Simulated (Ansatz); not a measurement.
# armchair graphene nanoribbon (N = 9, H edges): bands by functional and under strain, part 2 of 4

Aim: is the armchair graphene nanoribbon (N = 9, H edges) a metal or a semiconductor?

Ansatz 0.2.0; DFT PBE, plane waves, PAW; relaxation of a wire's period (the session's first sound run).

So far. Step 2 (Relaxing the period): The cell's length comes to 4.297 Å with spin left out.

### Step 3. Bands of the perfect wire

This step: DFT PBE, plane waves, PAW; channels and complex bands of a perfect wire (Ansatz 0.2.0).

At the relaxed period the Bloch states of the perfect wire are found at each energy: those that move forward count the open channels, and those that decay describe how a disturbance dies away inside the wire itself. An energy step of 0.035 eV is under the 0.039 eV that the program asks for its thermal average at 300 K.

input.yaml reads:

```yaml
crystal:
  lattice:
    - [18.691, 0.0, 0.0]
    - [0.0, 7.0, 0.0]
    - [0.0, 0.0, 4.2970084291]
  atoms:
    - { symbol: C, position: [0.23791053, 0.5, 0.00690582] }
    - { symbol: C, position: [0.367991555, 0.5, 7.7466e-05] }
    - { symbol: C, position: [0.5, 0.5, 0.999270138] }
    - { symbol: C, position: [0.632008445, 0.5, 7.7466e-05] }
    - { symbol: C, position: [0.76208947, 0.5, 0.00690582] }
    - { symbol: C, position: [0.23791053, 0.5, 0.326427514] }
    - { symbol: C, position: [0.367991555, 0.5, 0.333255868] }
    - { symbol: C, position: [0.5, 0.5, 0.334063195] }
    - { symbol: C, position: [0.632008445, 0.5, 0.333255868] }
    - { symbol: C, position: [0.76208947, 0.5, 0.326427514] }
    - { symbol: H, position: [0.186648736, 0.5, 0.446107672] }
    - { symbol: H, position: [0.813351264, 0.5, 0.446107672] }
    - { symbol: C, position: [0.30221811, 0.5, 0.498595388] }
    - { symbol: C, position: [0.434280331, 0.5, 0.500602438] }
    - { symbol: C, position: [0.565719669, 0.5, 0.500602438] }
    - { symbol: C, position: [0.69778189, 0.5, 0.498595388] }
    - { symbol: C, position: [0.30221811, 0.5, 0.834737946] }
    - { symbol: C, position: [0.434280331, 0.5, 0.832730896] }
    - { symbol: C, position: [0.565719669, 0.5, 0.832730896] }
    - { symbol: C, position: [0.69778189, 0.5, 0.834737946] }
    - { symbol: H, position: [0.186648736, 0.5, 0.887225661] }
    - { symbol: H, position: [0.813351264, 0.5, 0.887225661] }
kpoints:
  mp_grid: { grid: [1, 1, 19] }
  band_path: { path: ["Γ", Z], npoints: 50 }
scf:
  occupations: { method: fermi_dirac, width: 0.05 }
hamiltonian:
  xc: pbe
output:
  transmission:
    e_range: [-2, 2]
    de: 0.035
    kmesh: [1, 1]
    reduced_basis: true
    leads: [[0, 0]]
  dos: { e_range: [-5, 4] }
  write_potential: true
  write_density: true
  volumetric_format: npy
  elf: true
```

Launch:

```console
> ansatz run input.yaml --threads 16 --pin off --max-ram 32768MiB --backend cpu --events-out ev --progress --plain --runs-dir out
```

Numbers of over 12 decimals in the logs are rounded to 6 here.

What it wrote:

```text
[...]
Crystal: 22 atoms, lattice volume = 562.208 Å³
Basis set: ecut = 420 eV, 10995 PW (Γ)
Bands: 60, of which v1, the nominal top of the filled ones, is band 38 counted from 1 (37 counted from 0)
Symmetry: 8 space group operations
[...]
k-points: 10 of 19
[...]
SCF iter   1: F=—  HF=-4580.207012 eV  |F-HF|=—  |Δ(HF+E_count)|=         —  Δρ=2.53e-3  dr2=1.31e-1  ethr=1.77e-3  ⟨swp⟩=10.4  Hψ=3677  notcnv=0  defer=99
[...]
SCF iter   8: F=-4580.178797 eV  HF=-4580.178797 eV  |F-HF|=4.82e-8  |Δ(HF+E_count)|=   5.59e-8  Δρ=2.58e-6  dr2=3.35e-8  ethr=1.32e-10  ⟨swp⟩=25.0  Hψ=4172  notcnv=0
SCF 1 converged in 8 iterations: F = -4580.178797 eV  dr2 = 3.35e-8
[...]
NSCF: frozen V_eff on 51 k-points
transmission: 6 of 6 steps passed
WARN: The output density's exchange-correlation potential varies sharply where the density is thin. Do not read a vacuum level from v_tot or v_xc, or from such a field of the output density. On a cell that repeats whose density bears no net charge and no dipole along the vacuum's axis use v_es (v_loc + v_h of the components); under efield.dipole_correction with no amplitude use v_es + v_field, which holds any externa [...]
Second SCF, for the conductance: iteration 1, dr2 6.154e-8 eV
Second SCF, for the conductance: iteration 2, dr2 1.539e-8 eV
Second SCF, for the conductance: iteration 3, dr2 3.338e-9 eV
transmission: 6 of 6 steps passed
SCF converged after 8 iterations
Free energy (F): -4580.178797 eV
[...]
Internal energy: -4580.178760 eV  (E = F + TS)
E sigma→0 (E₀):  -4580.178778 eV
Entropy (-TS):   -0.000037 eV (-0.002 meV/atom)
Fermi energy:    -0.680976 eV
[...]
--- Band table (eV; the first three rows and the last of 10) ---
  k-point 0: bands = [... 34 lower, -2.8182, -2.1477, -1.7933, -1.0743, -0.2876, 0.4791, 0.6174, 0.9726, ... 18 higher]
  k-point 1: bands = [... 34 lower, -2.9228, -2.2691, -1.8250, -1.3004, -0.0637, 0.4948, 0.7511, 1.1000, ... 18 higher]
  k-point 2: bands = [... 34 lower, -3.2001, -2.5777, -1.9189, -1.7131, 0.3433, 0.5427, 1.0971, 1.4455, ... 18 higher]
  k-point 9: bands = [... 34 lower, -4.5852, -3.8498, -3.5095, -3.0730, 1.1384, 1.7680, 2.1116, 3.3379, ... 18 higher]
--- Transmission ---
  basis      : 1149 plane waves across, 6 finite elements along
  points     : 1, standing for a mesh of 1 x 1
  filling    : by a second SCF (3 iterations) under fermi_dirac of width 0.025852 eV on a mesh of 1 x 1 x 51, whose Fermi level is -0.681000 eV
  energies   : 115 from -2.000000 to 1.990000 eV about the Fermi level, 0.035000 eV apart; the leads are filled to 0.000000 eV, and channels, transmission and decay are at -0.005000 eV
  crystal 0  : C18H4, at the sites [0, 0], period 4.2970 Å: whole cells are its period
    offset         : up to 0.0000 Å between an atom of the period and one for which it stands
    filled         : 0.9 meV over the level at which it is neutral
    channels       : 0.000000e0 a spin
    conductance    : 2.9079e7 S/m² at 300 K; may be off by some 0.0 % by where its bands' edges are placed, 0.1 % from the distance to neutral
    slowest decay  : 0.0633 /Å at (0.0000, 0.0000)
```

It took 33 min on 16 threads of Arm Neoverse N1, shared host; peak memory 22 GiB; 7.3 h of CPU time.

In the SCF lines HF is the Harris–Foulkes energy and dr2 the Hartree energy of the density residual, in eV; the loop may stop once dr2 is under the threshold and the program's other checks hold. Hψ counts applications of the Hamiltonian.

Numbers from this step:

| Item | Value |
| --- | --- |
| channels at the energy nearest the Fermi level, one spin | 0 |
| conductance of the lead as this run defines it | 4.91e-7 G₀ |
| slowest decay in the lead at the energy nearest the Fermi level | 0.0633 Å⁻¹ |
| band gap | 0.7867 eV |

Open channels of the lead, one spin against energy, zero at the Fermi level:

```
energy (eV)  open channels of the lead, one spin
     -2.000                                    3
     -1.790                                    3
     -1.615                                    3
     -1.405                                    2
     -1.195                                    2
     -0.985                                    1
     -0.810                                    1
     -0.600                                    1
     -0.390                                    0
     -0.215                                    0
     -0.005                                    0
      0.205                                    0
      0.415                                    1
      0.590                                    1
      0.800                                    1
      1.010                                    1
      1.185                                    2
      1.395                                    3
      1.605                                    3
      1.815                                    5
```

The slowest values at each energy, most degenerate partners merged, listed up to 1.5 1/Å. The Im kz of the slowest decaying states by energy, zero at the Fermi level:

```
energy (eV)  decay 1 (Å⁻¹)  decay 2 (Å⁻¹)  decay 3 (Å⁻¹)  decay 4 (Å⁻¹)
     -2.000         0.0848          0.373          0.392          0.399
     -1.790          0.130          0.410          0.422          0.425
     -1.615          0.154          0.423          0.439          0.454
     -1.405         0.0531          0.175          0.437          0.457
     -1.195          0.105          0.191          0.449          0.472
     -0.985          0.142          0.202          0.460          0.485
     -0.810          0.151          0.208          0.227          0.469
     -0.600          0.164          0.213          0.291          0.478
     -0.390        0.00933          0.171          0.215          0.341
     -0.215         0.0531          0.174          0.215          0.377
     -0.005         0.0633          0.174          0.212          0.420
      0.205         0.0541          0.170          0.207          0.460
      0.415          0.161          0.199          0.441          0.462
      0.590          0.150          0.190          0.421          0.440
      0.800          0.132          0.175          0.394          0.404
      1.010          0.105          0.157          0.240          0.359
      1.185         0.0676          0.137          0.325          0.479
      1.395          0.105          0.272          0.496          0.512
      1.605         0.0462          0.197          0.509          0.512
      1.815          0.502          0.515          0.520          0.524
```

Electronic bands along the path, in eV, zero at the Fermi level:

```
  point  band 35  band 36  band 37  band 38  band 39  band 40  band 41  band 42
      Γ    -2.14    -1.47    -1.11    -0.39     0.39     1.16     1.30     1.65
halfway    -3.08    -2.61    -2.23    -1.75     1.53     2.21     2.39     3.16
      Z    -4.00    -3.11    -2.89    -2.39     1.81     2.53     2.71     4.16
```

Electrostatic potential energy in the ca plane at fractional y = 0.500, with atoms of C and H within 0.2 Å of it. With pseudopotentials it is smooth inside the atoms' cores, unlike the true potential.

Ten even steps from '_' (-70 eV) to '@' (3 eV), each cell a mean:
```
@@@@@@@@@@@@@@@@@@@@@@@@@@@@
@@@@@@@@@@@@@@@@@@@@@@@@@@@@
@@@@@@@@@@@@@@@@@@@@@@@@@@@@
@@@@@@@@@@@@%%@@@@@@@@@@@@@@
##%%@@%%%%**==##@@@@@@%%==++
__::**==__..++%%@@@@@@@@**::
**##%%%%**++====**%%**====++
##%%@@@@%%**::..==##++::::++
__--##==....==%%@@@@@@%%**::
++##%%##++++++++##%%##++++++
%%@@@@@@%%**..__--**==__..==
..==##++::::++%%%%@@@@%%**::
==**%%**====++**%%%%%%##++==
%%@@@@@@%%++..__::**==____==
--++##**----++##%%@@%%##**==
::==##++--::++##%%@@%%%%**--
%%@@@@@@%%++..__--##==____==
==**%%**====++**##%%%%**++==
..--**==..::++%%@@@@@@@@**--
%%@@@@@@@@##==##@@@@@@%%++**
@@@@@@@@@@@@@@@@@@@@@@@@@@@@
@@@@@@@@@@@@@@@@@@@@@@@@@@@@
@@@@@@@@@@@@@@@@@@@@@@@@@@@@
@@@@@@@@@@@@@@@@@@@@@@@@@@@@
```
Columns run along c (4.3 Å; values clipped at the 3rd and 97th percentile), rows up along a (18.7 Å). Atoms in or near the plane, at fractional coordinates: C at (0.01, 0.24), C at (0.00, 0.37), C at (0.00, 0.50), C at (0.00, 0.63), C at (0.01, 0.76), C at (0.33, 0.24), C at (0.33, 0.37), C at (0.33, 0.50), C at (0.33, 0.63), C at (0.33, 0.76), H at (0.45, 0.19), H at (0.45, 0.81), C at (0.50, 0.30), C at (0.50, 0.43) and more.

ELF in the ca plane at fractional y = 0.500, with atoms of C and H within 0.2 Å of it. It is the smooth field of the valence electrons, not physical close to the nuclei.

Values in units of 1e-1, 24 rows by 14 columns, each cell a mean:
```
 0.0  0.0  0.0  0.0  0.0  0.0  0.0  0.0  0.0  0.0  0.0  0.0  0.0  0.0
 0.0  0.0  0.0  0.0  0.0  0.1  0.1  0.0  0.0  0.0  0.0  0.0  0.1  0.1
 1.1  0.2  0.0  0.1  0.7  2.8  3.7  2.1  0.5  0.1  0.3  1.5  3.4  3.4
 6.9  2.0  0.3  1.1  5.4  9.1  9.6  8.7  4.3  0.5  2.5  7.9  9.6  9.5
 8.4  5.1  3.3  4.2  7.5  9.6  9.9  9.7  6.5  0.9  4.3  9.4  9.9  9.8
 2.4  5.4  8.7  6.9  2.7  4.2  7.0  6.2  2.8  0.6  1.8  5.3  7.2  5.4
 6.3  4.4  4.0  4.1  5.6  7.9  7.6  5.4  5.4  6.4  5.8  5.1  6.9  8.1
 6.0  3.2  2.0  2.6  5.2  7.3  6.0  3.8  5.8  7.9  6.8  3.9  5.1  7.2
 2.8  5.8  8.5  7.1  3.2  4.2  6.7  5.8  2.7  1.2  2.0  4.9  6.9  5.2
 6.2  4.9  5.0  4.9  5.6  7.8  8.3  6.2  4.9  5.0  4.9  5.6  7.8  8.3
 5.7  2.7  1.2  1.9  4.8  6.9  5.2  2.7  5.7  8.6  7.1  3.1  4.1  6.7
 3.7  5.8  8.0  6.8  3.9  5.1  7.2  6.1  3.2  1.9  2.6  5.2  7.3  5.9
 5.4  5.4  6.3  5.8  5.1  7.0  8.3  6.5  4.3  3.7  4.0  5.8  8.0  7.7
 5.6  2.4  0.8  1.6  4.6  6.7  4.8  2.2  5.7  8.9  7.2  2.7  3.6  6.5
 4.8  5.6  7.0  6.2  4.7  6.4  7.9  6.4  3.9  3.0  3.4  5.6  7.8  7.1
 4.3  5.6  7.4  6.4  4.3  5.8  7.6  6.3  3.6  2.5  3.1  5.5  7.6  6.6
 5.6  2.5  1.0  1.8  4.7  6.7  4.9  2.5  5.9  8.8  7.3  3.0  3.8  6.5
 5.5  5.1  6.0  5.5  5.1  7.3  8.2  6.4  4.7  4.4  4.5  5.7  7.9  7.9
 3.7  5.6  8.0  6.7  3.8  5.4  7.6  7.0  3.5  0.5  2.1  6.2  7.8  6.3
 8.6  4.5  1.9  3.2  7.6  9.8 10.0  9.8  6.7  0.9  4.4  9.6 10.0  9.9
 5.4  1.3  0.1  0.6  4.0  8.1  9.0  7.4  3.0  0.4  1.7  6.3  8.8  8.7
 0.5  0.1  0.0  0.0  0.3  1.4  1.9  0.9  0.2  0.1  0.1  0.6  1.7  1.7
 0.0  0.0  0.0  0.0  0.0  0.0  0.0  0.0  0.0  0.0  0.0  0.0  0.0  0.0
 0.0  0.0  0.0  0.0  0.0  0.0  0.0  0.0  0.0  0.0  0.0  0.0  0.0  0.0
```
Columns run along c (4.3 Å), rows up along a (18.7 Å). Atoms in or near the plane, at fractional coordinates: C at (0.01, 0.24), C at (0.00, 0.37), C at (0.00, 0.50), C at (0.00, 0.63), C at (0.01, 0.76), C at (0.33, 0.24), C at (0.33, 0.37), C at (0.33, 0.50), C at (0.33, 0.63), C at (0.33, 0.76), H at (0.45, 0.19), H at (0.45, 0.81), C at (0.50, 0.30), C at (0.50, 0.43) and more.

Valence density in the ca plane at fractional y = 0.500, with atoms of C and H within 0.2 Å of it. It is the smooth field of the valence electrons, not physical close to the nuclei.

Values in e/Å³, 24 rows by 14 columns, each cell a mean:
```
0.0 0.0 0.0 0.0 0.0 0.0 0.0 0.0 0.0 0.0 0.0 0.0 0.0 0.0
0.0 0.0 0.0 0.0 0.0 0.0 0.0 0.0 0.0 0.0 0.0 0.0 0.0 0.0
0.0 0.0 0.0 0.0 0.0 0.0 0.0 0.0 0.0 0.0 0.0 0.0 0.0 0.0
0.1 0.1 0.0 0.0 0.1 0.2 0.2 0.1 0.1 0.0 0.1 0.1 0.2 0.2
0.9 0.6 0.4 0.5 0.8 1.3 1.6 0.8 0.3 0.1 0.2 0.6 1.4 1.5
1.8 1.8 1.8 1.8 1.8 1.9 1.5 0.7 0.3 0.1 0.2 0.5 1.2 1.8
1.2 0.8 0.6 0.7 1.1 1.7 1.9 1.5 1.1 1.0 1.1 1.4 1.8 1.8
0.9 0.5 0.3 0.4 0.8 1.5 1.9 1.7 1.5 1.3 1.4 1.6 1.9 1.7
1.8 1.7 1.5 1.6 1.7 1.9 1.6 0.8 0.4 0.2 0.3 0.7 1.4 1.9
1.3 0.9 0.7 0.8 1.2 1.7 1.8 1.3 0.9 0.7 0.8 1.2 1.7 1.8
0.8 0.4 0.2 0.3 0.6 1.4 1.9 1.8 1.7 1.6 1.7 1.8 1.9 1.6
1.7 1.5 1.4 1.5 1.6 1.9 1.7 0.9 0.5 0.3 0.4 0.7 1.4 1.9
1.5 1.1 1.0 1.1 1.4 1.8 1.8 1.2 0.7 0.5 0.6 1.0 1.6 1.9
0.8 0.4 0.2 0.3 0.6 1.3 1.9 1.8 1.8 1.7 1.7 1.8 1.9 1.6
1.6 1.3 1.1 1.2 1.5 1.8 1.7 1.0 0.6 0.4 0.5 0.9 1.5 1.9
1.6 1.4 1.2 1.3 1.5 1.9 1.7 1.0 0.6 0.4 0.5 0.8 1.5 1.9
0.8 0.4 0.2 0.3 0.6 1.4 1.9 1.8 1.7 1.6 1.7 1.8 1.9 1.6
1.5 1.2 1.0 1.1 1.4 1.8 1.8 1.2 0.8 0.6 0.7 1.0 1.7 1.9
1.7 1.6 1.5 1.6 1.7 1.8 1.5 0.6 0.3 0.1 0.2 0.5 1.2 1.8
0.6 0.3 0.2 0.3 0.5 1.0 1.3 0.7 0.2 0.1 0.2 0.5 1.2 1.2
0.1 0.0 0.0 0.0 0.0 0.1 0.1 0.1 0.0 0.0 0.0 0.1 0.1 0.1
0.0 0.0 0.0 0.0 0.0 0.0 0.0 0.0 0.0 0.0 0.0 0.0 0.0 0.0
0.0 0.0 0.0 0.0 0.0 0.0 0.0 0.0 0.0 0.0 0.0 0.0 0.0 0.0
0.0 0.0 0.0 0.0 0.0 0.0 0.0 0.0 0.0 0.0 0.0 0.0 0.0 0.0
```
Columns run along c (4.3 Å), rows up along a (18.7 Å). Atoms in or near the plane, at fractional coordinates: C at (0.01, 0.24), C at (0.00, 0.37), C at (0.00, 0.50), C at (0.00, 0.63), C at (0.01, 0.76), C at (0.33, 0.24), C at (0.33, 0.37), C at (0.33, 0.50), C at (0.33, 0.63), C at (0.33, 0.76), H at (0.45, 0.19), H at (0.45, 0.81), C at (0.50, 0.30), C at (0.50, 0.43) and more.

By hand: a barrier of this wire, of length L, would pass T ∝ exp(−2κL) at this energy; with κ = 0.0633 Å⁻¹ one decade takes ln 10 / (2κ) = 18.2 Å.

At the computed energy nearest the Fermi level there are 0 channels a spin, and the thermal average gives 4.9e-7 G₀; the gap is 0.79 eV.

### Step 4. Levels at the same atoms, level LDA, cutoff 420 eV

This step: DFT LDA, plane waves, PAW; bands of a perfect wire at the PBE geometry (Ansatz 0.2.0).

The atoms stay at the PBE geometry and the functional changes. At fixed atoms LDA and the gradient-corrected functionals usually give like bands; this run checks that. Against the first PBE run of this kind, the mesh along the wire has 14 points against 19.

Edit input.yaml of step 3 so:

```diff
@@ -29,3 +29,3 @@
 kpoints:
-  mp_grid: { grid: [1, 1, 19] }
+  mp_grid: { grid: [1, 1, 14] }
   band_path: { path: ["Γ", Z], npoints: 50 }
@@ -34,14 +34,2 @@
 hamiltonian:
-  xc: pbe
-output:
-  transmission:
-    e_range: [-2, 2]
-    de: 0.035
-    kmesh: [1, 1]
-    reduced_basis: true
-    leads: [[0, 0]]
-  dos: { e_range: [-5, 4] }
-  write_potential: true
-  write_density: true
-  volumetric_format: npy
-  elf: true
+  xc: lda
```

What it wrote:

```text
[...]
Crystal: 22 atoms, lattice volume = 562.208 Å³
Basis set: ecut = 420 eV, 10995 PW (Γ)
Bands: 60, of which v1, the nominal top of the filled ones, is band 38 counted from 1 (37 counted from 0)
Symmetry: 8 space group operations
[...]
k-points: 8 of 14
[...]
SCF iter   1: F=—  HF=-4434.783992 eV  |F-HF|=—  |Δ(HF+E_count)|=         —  Δρ=4.54e-3  dr2=1.75e-1  ethr=1.77e-3  ⟨swp⟩=9.9  Hψ=2891  notcnv=0  defer=82
[...]
SCF iter   8: F=-4434.749887 eV  HF=-4434.749887 eV  |F-HF|=9.50e-9  |Δ(HF+E_count)|=   1.84e-8  Δρ=2.66e-6  dr2=5.07e-8  ethr=1.32e-10  ⟨swp⟩=24.9  Hψ=3318  notcnv=0
SCF 1 converged in 8 iterations: F = -4434.749887 eV  dr2 = 5.07e-8
[...]
SCF converged after 8 iterations
Free energy (F): -4434.749887 eV
[...]
Internal energy: -4434.749834 eV  (E = F + TS)
E sigma→0 (E₀):  -4434.749860 eV
Entropy (-TS):   -0.000053 eV (-0.002 meV/atom)
Fermi energy:    -0.934990 eV
[...]
--- Band table (eV; the first three rows and the last of 8) ---
  k-point 0: bands = [... 34 lower, -3.0639, -2.3943, -2.0478, -1.3239, -0.5461, 0.2214, 0.3436, 0.6784, ... 18 higher]
  k-point 1: bands = [... 34 lower, -3.2542, -2.6120, -2.1048, -1.6909, -0.1843, 0.2474, 0.5836, 0.9102, ... 18 higher]
  k-point 2: bands = [... 34 lower, -3.6334, -3.1141, -2.2819, -2.2714, 0.3287, 0.3936, 1.1526, 1.4985, ... 18 higher]
  k-point 7: bands = [... 34 lower, -4.9374, -4.0485, -3.8208, -3.3163, 0.8273, 1.5530, 1.7291, 3.1922, ... 18 higher]
```

Run time: 11 s. Hardware: 16 threads; peak memory 3 GiB; 2.8 min of CPU time.

This step gave:

```yaml
band_gap: 0.7778 eV
```

The electronic bands at the labelled points (eV, zero at the Fermi level):

```
  point  band 35  band 36  band 37  band 38  band 39  band 40  band 41  band 42
      Γ    -2.13    -1.46    -1.11    -0.39     0.39     1.16     1.28     1.61
halfway    -3.08    -2.61    -2.24    -1.75     1.50     2.19     2.36     3.17
      Z    -4.00    -3.11    -2.89    -2.38     1.76     2.49     2.66     4.13
```

The gap is 0.778 eV, against 0.787 eV under PBE at the relaxed period.

### Step 5. Another level of theory, level RPBE, cutoff 420 eV

This step: DFT RPBE, plane waves, PAW; bands of a perfect wire at the PBE geometry (Ansatz 0.2.0).

The atoms stay at the PBE geometry and the functional changes. At fixed atoms LDA and the gradient-corrected functionals usually give like bands; this run checks that. Against the first PBE run of this kind, the mesh along the wire has 14 points against 19.

Edit input.yaml of step 4 so:

```diff
@@ -34,2 +34,2 @@
 hamiltonian:
-  xc: lda
+  xc: rpbe
```

What it wrote:

```text
[...]
Crystal: 22 atoms, lattice volume = 562.208 Å³
Basis set: ecut = 420 eV, 10995 PW (Γ)
Bands: 60, of which v1, the nominal top of the filled ones, is band 38 counted from 1 (37 counted from 0)
Symmetry: 8 space group operations
[...]
k-points: 8 of 14
[...]
--- Band table (eV; the first three rows and the last of 8) ---
  k-point 0: bands = [... 34 lower, -2.7228, -2.0514, -1.6936, -0.9758, -0.1855, 0.5822, 0.7277, 1.0932, ... 18 higher]
  k-point 1: bands = [... 34 lower, -2.9092, -2.2657, -1.7524, -1.3409, 0.1762, 0.6126, 0.9650, 1.3216, ... 18 higher]
  k-point 2: bands = [... 34 lower, -3.2773, -2.7621, -1.9306, -1.9229, 0.7048, 0.7579, 1.5307, 1.9043, ... 18 higher]
  k-point 7: bands = [... 34 lower, -4.5747, -3.6975, -3.4683, -2.9748, 1.2554, 1.9661, 2.1493, 3.5923, ... 18 higher]
[key lines of the parts left out:]
SCF converged after 8 iterations
Free energy (F): -4604.445498 eV
Fermi energy:    -0.580696 eV
```

The job ended after 12 s (16 threads; peak memory 3 GiB; 2.9 min of CPU time).

The electronic bands at the labelled points (eV, zero at the Fermi level):

```
  point  band 35  band 36  band 37  band 38  band 39  band 40  band 41  band 42
      Γ    -2.14    -1.47    -1.11    -0.40     0.40     1.16     1.31     1.67
halfway    -3.08    -2.62    -2.24    -1.76     1.54     2.22     2.41     2.99
      Z    -3.99    -3.12    -2.89    -2.39     1.84     2.55     2.73     4.17
```

The gap is 0.790 eV, against 0.787 eV under PBE at the relaxed period.

[end of part 2 of 4]

[Logs are printed without paths, hosts, clocks, repeated set-up lines and the standing remarks that a program may print on its own settings, such as how far it seeks lower states.]

[Hosts, paths, dates, database ids (printed as entryN), source tags and the programs' standing remarks are cut or masked in the printed files.]
